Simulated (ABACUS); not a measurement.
ZrC, 2 atoms in the cell. The structure is cubic, space group Fm-3m (No. 225). The conventional cell has a = 4.730 Å, b = 4.730 Å, c = 4.730 Å, α = 90.00°, β = 90.00°, γ = 90.00°. Zr (site symmetry m-3m) has 6 C at 2.37 Å as nearest neighbours. C (site symmetry m-3m) has 6 Zr at 2.37 Å as nearest neighbours. 

| Quantity | Value |
| --- | --- |
| Program | ABACUS 3.10.1 |
| Task | single point |
| Functional | PBEsol |
| Potentials or basis | PseudoDojo NC SR 0.4.1 PBEsol standard |
| Cutoff | 1116 eV |
| Density cutoff | 4463 eV |
| Basis | plane waves |
| k mesh | 10 × 10 × 10 |
| Occupations | fermi-dirac, width 0.05 eV |
| Spin | no spin polarisation |
| Radial cutoff of the potentials (pseudo_rcut) | 7 bohr |
| SCF threshold on the density | 1e-08 |
| Max SCF steps | 100 |
| Eigensolver | dav |
| Mixing | broyden |
| Mixing share | 0.7 |
| Symmetry key | 1 |
| Bands | 12 |

Potentials or basis: PseudoDojo NC SR 0.4.1 PBEsol standard, plane waves.

Command:

```bash
$ OMP_NUM_THREADS=1 mpirun -np 4 abacus > log
```

Hardware: 4 MPI ranks on Intel(R) Xeon(R) Platinum 8488C (Sapphire Rapids), with other jobs on the host.

Task: How long does it take, and how much memory?

Result: Wall time 6.2 s on 4 MPI ranks on Intel(R) Xeon(R) Platinum 8488C (Sapphire Rapids), with other jobs on the host, peak memory 0.24 GiB a rank. Counts: scf iterations 8, k points 47, bands 12, ranks 4.
